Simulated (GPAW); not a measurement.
# HgTe (Fm-3m) in GPAW: single point with RPBE

Aim: the single point of HgTe with RPBE.

All numbers are computed with GPAW 26.7.0; they aren't measurements. Logs are shortened: lines on timing, memory, paths and dates and some standing lists are left out, and cuts for length are marked. The log counts tension as positive stress, the text compression.

**1. The cell of the first run**

Symmetry: Fm-3m, No. 225, cubic system. The conventional cell has a = 6.186 Å, b = 6.186 Å, c = 6.186 Å, α = 90.00°, β = 90.00°, γ = 90.00°. Hg (site symmetry m-3m) is surrounded by 6 Te at 3.09 Å. Te (site symmetry m-3m) is surrounded by 6 Hg at 3.09 Å.

Measurements of this composition are mostly on another form, of space group No. 216.

**2. Single point, RPBE (volume scaled by 0.92)**

The input, run.py:

```python
from ase.dft.bandgap import bandgap
from ase.io import read, write
from ase.units import GPa
from gpaw import GPAW, PW

atoms = read('POSCAR')

calc = GPAW(mode=PW(600),
            xc='RPBE',
            kpts={'size': (7, 7, 7), 'gamma': True},
            occupations={'name': 'fermi-dirac', 'width': 0.1},
            nbands=18,
            convergence={'density': 1e-05, 'energy': 1e-05},
            maxiter=150,
            txt='gpaw.txt')
atoms.calc = calc
energy = atoms.get_potential_energy()
forces = atoms.get_forces()
stress = atoms.get_stress()
calc.write('gs.gpw')
write('result.traj', atoms)
print(f'Energy: {energy:.6f} eV')
print('Forces (eV/A):')
print(forces.round(4))
print('Stress (GPa):', (stress / GPa).round(3))
print('Fermi level:', round(calc.get_fermi_level(), 4), 'eV')
print(f'Gap: {bandgap(calc)[0]:.4f} eV, direct: {bandgap(calc, direct=True)[0]:.4f} eV')
```

The input, POSCAR:

```
HgTe
1.0
    0.0000000000      3.0928324650      3.0928324650
    3.0928324650      0.0000000000      3.0928324650
    3.0928324650      3.0928324650      0.0000000000
Hg Te
1 1
Direct
    0.0000000000      0.0000000000      0.0000000000
    0.5000000000      0.5000000000      0.5000000000
```

Potentials or basis: the program's PAW data sets (release 1.2.1) made for this functional, pw.

Command:

```bash
$ OMP_NUM_THREADS=1 python run.py
```

gpaw.txt:

```text
__  _  _
 | _ |_)|_||  |
 |__||  | ||/\| - 26.7.0

Input parameters:
  mode=PW(ecut=600.0),
  convergence={'density': 1e-05, 'energy': 1e-05},
  kpts=MonkhorstPack(size=(7, 7, 7), gamma=True),
  maxiter=150,
  nbands=18,
  occupations=Occupations(name='fermi-dirac', width=0.1),
  xc=XC(name='RPBE')

Diagonalizing LCAO Hamiltonian
Converting LCAO to pw mode

                Te

       Hg

Atoms  # Å, Bohr magnetons
|   | symbol |        x |        y |        z |    initial magnetic moments |
|---|--------|----------|----------|----------|-----------------------------|
| 0 |     Hg | 0.000000 | 0.000000 | 0.000000 | ( 0.0000,  0.0000,  0.0000) |
| 1 |     Te | 3.092832 | 3.092832 | 3.092832 | ( 0.0000,  0.0000,  0.0000) |

Unit cell  # Å
| periodic |        x |        y |        z |  lengths |    angles |
|----------|----------|----------|----------|----------|-----------|
|      yes | 0.000000 | 3.092832 | 3.092832 | 4.373926 | 60.000000 |
|      yes | 3.092832 | 0.000000 | 3.092832 | 4.373926 | 60.000000 |
|      yes | 3.092832 | 3.092832 | 0.000000 | 4.373926 | 60.000000 |

Number of symmetries: 48
Symmetry operations  # r_c * U_cc + t_c -> r_c
|    | kind |            matrix            |
|----|------|------------------------------|
|  0 |  σ   |  1, 0, 0,  1, 0,-1,  1,-1, 0 |
|  1 |  C2  |  1, 0, 0,  1,-1, 0,  1, 0,-1 |
|  2 |  E   |  1, 0, 0,  0, 1, 0,  0, 0, 1 |
|  3 |  σ   |  1, 0, 0,  0, 0, 1,  0, 1, 0 |
|  4 |  C4  |  1, 0,-1,  1, 0, 0,  1,-1, 0 |
|  5 |  S6  |  1, 0,-1,  1,-1, 0,  1, 0, 0 |
|  6 |  σ   |  1, 0,-1,  0, 1,-1,  0, 0,-1 |
|  7 |  C3  |  1, 0,-1,  0, 0,-1,  0, 1,-1 |
|  8 |  S6  |  1,-1, 0,  1, 0, 0,  1, 0,-1 |
|  9 |  C4  |  1,-1, 0,  1, 0,-1,  1, 0, 0 |
| 10 |  C3  |  1,-1, 0,  0,-1, 1,  0,-1, 0 |
| 11 |  σ   |  1,-1, 0,  0,-1, 0,  0,-1, 1 |
| 12 |  σ   |  0, 1, 0,  1, 0, 0,  0, 0, 1 |
| 13 |  C4  |  0, 1, 0,  0, 1,-1, -1, 1, 0 |
| 14 |  C3  |  0, 1, 0,  0, 0, 1,  1, 0, 0 |
| 15 |  S6  |  0, 1, 0, -1, 1, 0,  0, 1,-1 |
| 16 |  C2  |  0, 1,-1,  1, 0,-1,  0, 0,-1 |
| 17 |  σ   |  0, 1,-1,  0, 1, 0, -1, 1, 0 |
| 18 |  S4  |  0, 1,-1,  0, 0,-1,  1, 0,-1 |
| 19 |  C4  |  0, 1,-1, -1, 1, 0,  0, 1, 0 |
| 20 |  C3  |  0, 0, 1,  1, 0, 0,  0, 1, 0 |
| 21 |  σ   |  0, 0, 1,  0, 1, 0,  1, 0, 0 |
| 22 |  S6  |  0, 0, 1,  0,-1, 1, -1, 0, 1 |
| 23 |  C4  |  0, 0, 1, -1, 0, 1,  0,-1, 1 |
| 24 |  S4  |  0, 0,-1,  1, 0,-1,  0, 1,-1 |
| 25 |  C3  |  0, 0,-1,  0, 1,-1,  1, 0,-1 |
| 26 |  C2  |  0, 0,-1,  0,-1, 0, -1, 0, 0 |
| 27 |  S6  |  0, 0,-1, -1, 0, 0,  0,-1, 0 |
| 28 |  S4  |  0,-1, 1,  1,-1, 0,  0,-1, 0 |
| 29 |  C4  |  0,-1, 1,  0, 0, 1, -1, 0, 1 |
| 30 |  C2  |  0,-1, 1,  0,-1, 0,  1,-1, 0 |
| 31 |  σ   |  0,-1, 1, -1, 0, 1,  0, 0, 1 |
| 32 |  C3  |  0,-1, 0,  1,-1, 0,  0,-1, 1 |
| 33 |  S6  |  0,-1, 0,  0, 0,-1, -1, 0, 0 |
| 34 |  S4  |  0,-1, 0,  0,-1, 1,  1,-1, 0 |
| 35 |  C2  |  0,-1, 0, -1, 0, 0,  0, 0,-1 |
| 36 |  C2  | -1, 1, 0,  0, 1, 0,  0, 1,-1 |
| 37 |  S6  | -1, 1, 0,  0, 1,-1,  0, 1, 0 |
| 38 |  S4  | -1, 1, 0, -1, 0, 1, -1, 0, 0 |
| 39 |  C3  | -1, 1, 0, -1, 0, 0, -1, 0, 1 |
| 40 |  S6  | -1, 0, 1,  0, 0, 1,  0,-1, 1 |
| 41 |  C2  | -1, 0, 1,  0,-1, 1,  0, 0, 1 |
| 42 |  C3  | -1, 0, 1, -1, 1, 0, -1, 0, 0 |
| 43 |  S4  | -1, 0, 1, -1, 0, 0, -1, 1, 0 |
| 44 |  C2  | -1, 0, 0,  0, 0,-1,  0,-1, 0 |
| 45 |  i   | -1, 0, 0,  0,-1, 0,  0, 0,-1 |
| 46 |  σ   | -1, 0, 0, -1, 1, 0, -1, 0, 1 |
| 47 |  C2  | -1, 0, 0, -1, 0, 1, -1, 1, 0 |

BZ-sampling:
  Number of BZ points: 343
  Number of IBZ points: 20

  Monkhorst-Pack size: [7, 7, 7]
  Monkhorst-Pack shift: [0, 0, 0]

K-points  # in reciprocal-cell coordinates
|     |                                coordinates |     weight |
|-----|--------------------------------------------|------------|
|   0 | (  0.00000000,   0.00000000,   0.00000000) | 0.00291545 |
|   1 | (  0.14285714,   0.14285714,   0.00000000) | 0.01749271 |
|   2 | (  0.14285714,   0.14285714,   0.14285714) | 0.02332362 |
|   3 | (  0.28571429,   0.14285714,   0.14285714) | 0.03498542 |
|   4 | (  0.28571429,   0.28571429,   0.00000000) | 0.01749271 |
|   5 | (  0.28571429,   0.28571429,   0.14285714) | 0.06997085 |
|   6 | (  0.28571429,   0.28571429,   0.28571429) | 0.02332362 |
|   7 | (  0.42857143,  -0.28571429,  -0.28571429) | 0.03498542 |
|   8 | (  0.42857143,   0.28571429,  -0.42857143) | 0.13994169 |
|   9 | (  0.42857143,   0.28571429,  -0.28571429) | 0.06997085 |
| ... |                                            |            |
|  19 | (  0.42857143,   0.42857143,   0.42857143) | 0.02332362 |

Plane wave coefficients: 1992
Cutoff: 600.0 eV

Spin-components: 1 (collinear spins)
Bands:           18
Projectors:      11
Spin-degeneracy: 2
Datatype:        complex128

Parallelization:
  kpt:    1
  domain: 1
  band:   1

Density:
  Valence electrons: 24.0
  Components: 1
  Grid points: [25 25 25]
  Charge: 0.0  # |e|

Potential:
  Grid points: [25 25 25]

species:
  Hg:
    name:    Mercury
    Z:       80.0
    valence: 18
    core:    62
    charge:  0.0  # [|e|]
    compensation charges:
      type: gauss
      rc: 0.41  # [Å]
      lmax: 2
    cutoffs:
      filter: 2.17  # [Å]
      core: 2.06  # [Å]
    projectors
    | kind |    occ | energy [eV] | rcut [Å] |
    |------|--------|-------------|----------|
    |   6s |  2.000 |      -6.675 |    1.307 |
    |   5p |  6.000 |     -66.504 |    1.291 |
    |   6p |  0.000 |      -1.053 |    1.291 |
    |   5d | 10.000 |      -9.841 |    1.302 |
    |    s |        |      20.536 |    1.307 |
    |    d |        |      17.370 |    1.302 |

    Using partial waves for Hg as LCAO basis

  Te:
    name:    Tellurium
    Z:       52.0
    valence: 6
    core:    46
    charge:  0.0  # [|e|]
    compensation charges:
      type: gauss
      rc: 0.36  # [Å]
      lmax: 2
    cutoffs:
      filter: 2.09  # [Å]
      core: 3.17  # [Å]
    projectors
    | kind |    occ | energy [eV] | rcut [Å] |
    |------|--------|-------------|----------|
    |   5s |  2.000 |     -15.026 |    1.180 |
    |   5p |  4.000 |      -5.917 |    1.196 |
    |    s |        |      12.185 |    1.180 |
    |    p |        |      21.294 |    1.196 |
    |    d |        |       0.000 |    1.238 |

    Using partial waves for Te as LCAO basis

Reference energy: -717970.637756  # eV

eigensolver:
  PPCG
  Converge bands: occupied
  niter=2

density mixing:
  MSR1-Mixer
  Pratt-step length: 0.05
  Maximum mixing coefficient: 0.75
  Old densities: 10
  SVD Regularization: 0.005
  Good broyden scale: 1.0
  Trust region scale: 1.0
  Backstep threshold: 4.0
  History deletion threshold: 6.0
  Fourier metric: weight=20.0, sigma=0.015

occupation numbers:
  Fermi-Dirac:
    width: 0.1000  # eV

poisson solver:
  ecut: 4800.0  # eV

xc functional:
  name: RPBE with 2 nearest neighbor stencil

convergence criteria:
- Maximum integral of absolute [dens]ity change: 1e-05 electrons / valence electron
- Maximum [total energy] change in last 3 cyles: 1e-05 eV / valence electron
- Maximum integral of absolute [eigenst]ate change: 4e-08 eV^2 / valence electron
maximum number of iterations: 150

SCF iterations
|iter     | |      energy | eigst |  dens |
|---------|-|-------------|-------|-------|
|iter:   1| |   -3.501698 | -0.19 |       |
|iter:   2| |   -3.463456 | -2.23 | -1.45 |
|iter:   3| |   -3.383601 | -2.15 | -1.49 |
|iter:   4| |   -3.401597 | -2.82 | -1.93 |
|iter:   5| |   -3.409189 | -2.92 | -2.28 |
|iter:   6| |   -3.409517 | -4.32 | -3.40 |
|iter:   7| |   -3.409594 | -4.69 | -3.80 |
|iter:   8| |   -3.409594c| -6.59 | -4.30 |
|iter:   9| |   -3.409595c| -6.83 | -4.90 |
|iter:  10| |   -3.409595c| -7.58c| -5.74c|

Converged in 10 steps
Energy contributions relative to reference atoms: (reference = -717970.637756)

Energy contributions:
  Kinetic:          23.760532
  Coulomb:         -19.552862
  Zero:             -1.993367
  External:          0.000000
  Xc:               -5.607337
  Entropy:          -0.033122
  Spinorbit:         0.000000
  ----------------------------
  Free energy:      -3.426156
  Extrapolated:     -3.409595

dipole moment: (-21.311839, -21.311839, -21.311839)  # |e|*Ang

Fermi level: 5.697
Eigenvalues  # (at kpt = [0.000, 0.000, 0.000])
| band index |      eig [eV] | occ [0-2] |
|------------|---------------|-----------|
|          0 |       -57.486 |     2.000 |
|        ... |               |           |
|          5 |        -1.047 |     2.000 |
|          6 |        -0.995 |     2.000 |
|          7 |        -0.995 |     2.000 |
|          8 |        -0.995 |     2.000 |
|          9 |         4.752 |     2.000 |
|         10 |         4.997 |     1.998 |
|         11 |         4.997 |     1.998 |
|         12 |         4.997 |     1.998 |
|         13 |        13.341 |     0.000 |
|         14 |        13.341 |     0.000 |
|         15 |        13.400 |     0.000 |
|         16 |        13.400 |     0.000 |
|         17 |        13.400 |     0.000 |

No gap
No difference between direct/indirect transitions

Forces  # eV/Ang
|        x |        y |       z |
|----------|----------|---------|
| -0.00000 |  0.00000 | 0.00000 |  # Hg   0
|  0.00000 | -0.00000 | 0.00000 |  # Te   1

Stress tensor  # eV/Ang^3
|         x |         y |         z |
|-----------|-----------|-----------|
| -0.005704 | -0.000000 | -0.000000 |
| -0.000000 | -0.005704 |  0.000000 |
| -0.000000 |  0.000000 | -0.005704 |

# Writing to gs.gpw (mode='')
```

Run time: 22 s. Hardware: 1 thread of Arm Neoverse N1, shared host; peak memory 0.16 GiB.

Results:

```yaml
Free_energy: -3.4262 eV
Pressure: 0.9 GPa
Band_gap_on_the_k_mesh: none (metal or under the smearing width)
```

The run has no spin-orbit coupling, so splittings on Hg, Te are missing.
